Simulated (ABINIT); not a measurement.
The system is GaP.

```
CELL_PARAMETERS angstrom
0.00000 2.72525 2.72525
2.72525 0.00000 2.72525
2.72525 2.72525 0.00000
ATOMIC_POSITIONS crystal
Ga 0.00000 0.00000 0.00000
P 0.75000 0.75000 0.75000
```

Base run:

```yaml
Program: ABINIT 10.8.3 (patched build)
Functional: PBE
Potentials_or_basis: PseudoDojo NC SR PBE v0.4.1 standard
Cutoff: 980 eV
k_mesh: 6 × 6 × 6
Occupations: fermi-dirac, width 0.05 eV
Spin: no spin polarisation
```

Its results: band gap on the k mesh 1.65 eV, indirect (least direct gap 1.82 eV).

**Question.** The run is repeated on the same cell with these changes: functional from PBE to LDA; potentials or basis from PseudoDojo NC SR PBE v0.4.1 standard to PseudoDojo NC SR LDA v0.4.1 standard. What comes out?

**Answer.** Band gap on the k mesh 1.50 eV, indirect (least direct gap 1.60 eV).

A k mesh can miss the band edges.
